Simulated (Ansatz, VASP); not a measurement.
# Two plane-wave programs on Sb

POSCAR

```
Sb
1.0
    0.0000000000      3.4945307669      3.4945307669
    3.4945307669      0.0000000000      3.4945307669
    3.4945307669      3.4945307669      0.0000000000
Sb
2
Direct
    0.0000000000      0.0000000000      0.0000000000
    0.2500000000      0.2500000000      0.2500000000
```

Contents of INCAR.step1:

```
SYSTEM = Sb
PREC = Accurate
ENCUT = 520
ISMEAR = -1
SIGMA = 0.05
LREAL = .FALSE.
LASPH = .TRUE.
NELM = 80
NBANDS = 12
GGA = PE
ALGO = Normal
EDIFF = 1E-4
LWAVE = .TRUE.
LCHARG = .FALSE.
```

The input INCAR.step2:

```
SYSTEM = Sb
PREC = Accurate
ENCUT = 520
EDIFF = 1E-8
ISMEAR = -1
SIGMA = 0.05
LREAL = .FALSE.
LASPH = .TRUE.
NELM = 80
ALGO = Normal
ISIF = 2
LWAVE = .FALSE.
LCHARG = .FALSE.
METAGGA = R2SCAN
LMIXTAU = .TRUE.
LEFG = .TRUE.
NBANDS = 12
ISTART = 1
```

Contents of KPOINTS:

```
regular mesh
0
G
  10 10 10
  0 0 0
```

Input for Ansatz:

```yaml
crystal:
  lattice:
    - [0.0, 3.4945307669, 3.4945307669]
    - [3.4945307669, 0.0, 3.4945307669]
    - [3.4945307669, 3.4945307669, 0.0]
  atoms:
    - { symbol: Sb, position: [0.0, 0.0, 0.0] }
    - { symbol: Sb, position: [0.25, 0.25, 0.25] }
kpoints:
  mp_grid: { grid: [10, 10, 10] }
  band_path:
    path:
      - [0.0, 0.0, 0.0]
      - [0.5, 0.0, 0.5]
      - [0.625, 0.25, 0.625]
      - [0.375, 0.375, 0.75]
      - [0.0, 0.0, 0.0]
      - [0.5, 0.5, 0.5]
      - [0.5, 0.25, 0.75]
      - [0.5, 0.0, 0.5]
    npoints: 5
scf:
  occupations: { method: fermi_dirac, width: 0.05 }
hamiltonian:
  xc: r2scan
  pseudopotentials: { kind: paw }
output:
  forces: true
  stress: true
  eigenvalues: true
  efg: { contact_densities: true }
```

Alike in both runs: task electric field gradients; functional r2SCAN; k mesh 10 × 10 × 10; occupations fermi-dirac, width 0.05 eV; no spin polarisation.

|  | VASP | Ansatz |
| --- | --- | --- |
| version | VASP 6.6.1 | Ansatz 0.2.0 |
| potentials or method | VASP PAW PBE potentials, release 64 (Sb) | PAW with Ansatz's default frozen-core files, scalar-relativistic |
| plane-wave cutoff (eV) | 520 | 500 |
| valence electrons in the cell | 10 | 30 |

|  | VASP | Ansatz | Ansatz less VASP |
| --- | --- | --- | --- |
| pressure (GPa) | -0.6 | -0.7 | -0.03 |
| Vzz of the field gradient on the site that differs most (V/Å²) | 0.0 | 0.0 | 0.00 |

The functional is the same, so the differences come from potentials, cutoffs and numerics. The two sets of potentials don't hold the same shells in valence. Ansatz warned: «gradients_without_spin_orbit».

Caveats: the PAW data sets were made with another functional, which shifts forces and pressure a little (VASP). Spin-orbit coupling is left out, which matters for the levels of Sb.
